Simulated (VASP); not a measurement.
Set up this calculation in VASP 6.6.1, as the native input.

| Item | Value |
| --- | --- |
| Task | relaxation of cell and atoms |
| Functional | LDA |
| Potentials or basis | VASP PAW LDA potentials, release 64 (Si, Ni) |
| Cutoff | 600 eV |
| k mesh | 12 × 12 × 12 |
| Occupations | methfessel-paxton, width 0.1 eV |
| Spin | no spin polarisation |
| Further INCAR settings | ALGO = Normal; EDIFF = 1e-07; IBRION = 2; EDIFFG = -0.005; NSW = 90; ISIF = 3 |

The structure of Si2Ni lies in POSCAR:

```
Si2Ni                                   
1.0
   -0.0000000000      2.6750853430      2.6750853430
    2.6750853430     -0.0000000000      2.6750853430
    2.6750853430      2.6750853430      0.0000000000
  Si              Ni            
     2     1
Direct
     0.2500000000000000    0.2500000000000000    0.2500000000000000
     0.7500000000000000    0.7500000000000000    0.7500000000000000
     0.0000000000000000    0.0000000000000000    0.0000000000000000
```

The input as run:

INCAR

```
SYSTEM = Si2Ni
  PREC = Accurate
  ENCUT = 600
  EDIFF = 1E-7
  ISMEAR = 1
  SIGMA = 0.1
  LREAL = .False.
  LASPH = .True.
  NELM = 80
  ALGO = Normal
  ISIF = 3
  LWAVE = .False.
  LCHARG = .False.
  IBRION = 2
  NSW = 90
  EDIFFG = -0.005
```

KPOINTS

```
regular mesh
0
Gamma
  12 12 12
  0 0 0
```

Potentials or basis: VASP PAW LDA potentials, release 64 (Si, Ni).

Command:

```sh
$ cat potpaw_LDA.64/Si/POTCAR potpaw_LDA.64/Ni/POTCAR > POTCAR
$ mpirun -np 1 vasp_std > vasp.out
```

It gave:

```
Pressure after relaxing : 0.0 GPa
Band gap on the k mesh  : none (metal or under the smearing width)
```

Caveat: the relaxation stopped at its first step, so nothing moved.

Run time: 63 s on 1 thread of Intel(R) Xeon(R) Platinum 8259CL CPU @ 2.50GHz (Skylake/Cascade Lake), with other jobs on the host, peak memory 0.18 GiB.
